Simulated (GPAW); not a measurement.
Ru, 2 atoms in the cell. It takes space group P6_3/mmc (No. 194, hexagonal). Conventional cell: a = 2.706 Å, b = 2.706 Å, c = 4.282 Å, α = 90.00°, β = 90.00°, γ = 120.00°. Around Ru (site symmetry -6m2) lie 12 Ru at 2.65 to 2.71 Å. 

| Item | Value |
| --- | --- |
| Program | GPAW 26.7.0 |
| Task | band structure |
| Functional | BLYP |
| Potentials or basis | PAW data sets generated in the run's folder for this functional |
| Cutoff | 600 eV |
| Basis | pw |
| k mesh | 8 × 8 × 5 |
| Occupations | fermi-dirac, width 0.05 eV |
| Spin | spin-orbit coupling, no magnetisation |
| Eigensolver | davidson |
| Maxiter | 150 |
| Band path | GMKGALHA,LM,KH |
| Band points | 80 |
| spin axis theta (degrees) | 90 |
| spin axis phi (degrees) | 0 |
| Soc after scf | second variation |

Potentials or basis: PAW data sets generated in the run's folder for this functional, pw.

The run is started by

```sh
$ gpaw-setup -f BLYP Ru
$ OMP_NUM_THREADS=1 python run.py
```

Hardware: 1 thread of Arm Neoverse V1, on a shared host.

Q: How long does it take, and how much memory?

A: Wall time 36 s on 1 thread of Arm Neoverse V1 (shared host), peak memory 0.28 GiB. Counts: scf iterations 14, plane waves 929, bands 29, k points 40.
